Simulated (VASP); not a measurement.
# Cu (a cell with a defect): relaxation of the atoms with PBE

The system is Cu (a cell with a defect).

```
Cu
1.0
     7.27000    0.00000    0.00000
     0.00000    7.27000    0.00000
     0.00000    0.00000    7.27000
Cu
31
Direct
  0.00000 0.00000 0.50000
  0.00000 0.50000 0.00000
  0.00000 0.50000 0.50000
  0.50000 0.00000 0.00000
  0.50000 0.00000 0.50000
  0.50000 0.50000 0.00000
  0.50000 0.50000 0.50000
  0.00000 0.25000 0.25000
  0.00000 0.25000 0.75000
  0.00000 0.75000 0.25000
  0.00000 0.75000 0.75000
  0.50000 0.25000 0.25000
  0.50000 0.25000 0.75000
  0.50000 0.75000 0.25000
  0.50000 0.75000 0.75000
  0.25000 0.00000 0.25000
  0.25000 0.00000 0.75000
  0.25000 0.50000 0.25000
  0.25000 0.50000 0.75000
  0.75000 0.00000 0.25000
  0.75000 0.00000 0.75000
  0.75000 0.50000 0.25000
  0.75000 0.50000 0.75000
  0.25000 0.25000 0.00000
  0.25000 0.25000 0.50000
  0.25000 0.75000 0.00000
  0.25000 0.75000 0.50000
  0.75000 0.25000 0.00000
  0.75000 0.25000 0.50000
  0.75000 0.75000 0.00000
  0.75000 0.75000 0.50000
```

The cell was built by a generator and needn't be a form met in nature.

* Program: VASP 6.6.1
* Task: relaxation of the atoms
* Functional: PBE
* Potentials or basis: VASP PAW PBE potentials, release 64 (Cu)
* Cutoff: 350 eV
* k mesh: 5 × 5 × 5
* Occupations: fermi-dirac, width 0.05 eV
* Spin: no spin polarisation
* Further INCAR settings: ALGO = Normal; EDIFF = 1e-07; IBRION = 2; EDIFFG = -0.005; NSW = 40

* Energy gained by relaxing: 0.9 meV/atom
* Ionic steps: 6
* Pressure after relaxing: -1.4 GPa
* Band gap on the k mesh: none (metal or under the smearing width)

Step by step:
```csv
step,energy change (eV),largest force (eV/Å),pressure (GPa)
1,0.0000,0.1637,-1.17
2,-0.0135,0.1149,-1.24
3,-0.0270,0.0278,-1.42
4,-0.0270,0.0277,-1.38
5,-0.0274,0.0103,-1.39
6,-0.0275,0.0006,-1.39
```

Final structure:
```yaml
crystal:
  lattice:
    - [7.27000, 0.00000, 0.00000]
    - [0.00000, 7.27000, 0.00000]
    - [0.00000, 0.00000, 7.27000]
  atoms:
    - { symbol: Cu, position: [0.00000, 0.00000, 0.50000] }
    - { symbol: Cu, position: [0.00000, 0.50000, 0.00000] }
    - { symbol: Cu, position: [0.00000, 0.50000, 0.50000] }
    - { symbol: Cu, position: [0.50000, 0.00000, 0.00000] }
    - { symbol: Cu, position: [0.50000, 0.00000, 0.50000] }
    - { symbol: Cu, position: [0.50000, 0.50000, 0.00000] }
    - { symbol: Cu, position: [0.50000, 0.50000, 0.50000] }
    - { symbol: Cu, position: [0.00000, 0.24740, 0.24740] }
    - { symbol: Cu, position: [0.00000, 0.24740, 0.75260] }
    - { symbol: Cu, position: [0.00000, 0.75260, 0.24740] }
    - { symbol: Cu, position: [0.00000, 0.75260, 0.75260] }
    - { symbol: Cu, position: [0.50000, 0.24930, 0.24930] }
    - { symbol: Cu, position: [0.50000, 0.24930, 0.75070] }
    - { symbol: Cu, position: [0.50000, 0.75070, 0.24930] }
    - { symbol: Cu, position: [0.50000, 0.75070, 0.75070] }
    - { symbol: Cu, position: [0.24740, 0.00000, 0.24740] }
    - { symbol: Cu, position: [0.24740, 0.00000, 0.75260] }
    - { symbol: Cu, position: [0.24930, 0.50000, 0.24930] }
    - { symbol: Cu, position: [0.24930, 0.50000, 0.75070] }
    - { symbol: Cu, position: [0.75260, 0.00000, 0.24740] }
    - { symbol: Cu, position: [0.75260, 0.00000, 0.75260] }
    - { symbol: Cu, position: [0.75070, 0.50000, 0.24930] }
    - { symbol: Cu, position: [0.75070, 0.50000, 0.75070] }
    - { symbol: Cu, position: [0.24740, 0.24740, 0.00000] }
    - { symbol: Cu, position: [0.24930, 0.24930, 0.50000] }
    - { symbol: Cu, position: [0.24740, 0.75260, 0.00000] }
    - { symbol: Cu, position: [0.24930, 0.75070, 0.50000] }
    - { symbol: Cu, position: [0.75260, 0.24740, 0.00000] }
    - { symbol: Cu, position: [0.75070, 0.24930, 0.50000] }
    - { symbol: Cu, position: [0.75260, 0.75260, 0.00000] }
    - { symbol: Cu, position: [0.75070, 0.75070, 0.50000] }
```

Levels at points of the mesh, in eV from the Fermi level:
| k point | band 167 | band 168 | band 169 | band 170 | band 171 | band 172 | band 173 | band 174 | band 175 | band 176 |
| --- | --- | --- | --- | --- | --- | --- | --- | --- | --- | --- |
| (0.00, 0.00, 0.00) | -0.37 | -0.37 | -0.37 | -0.34 | -0.34 | -0.25 | -0.25 | -0.25 | -0.10 | -0.10 |

It took 65 min on 1 thread of Intel(R) Xeon(R) Platinum 8488C (Sapphire Rapids), on a shared host, peak memory 0.51 GiB.

Caveat: the cutoff is under 1.25 times the usual one of these potentials, so pressure, stress and relaxed cells hold a basis-set (Pulay) error.
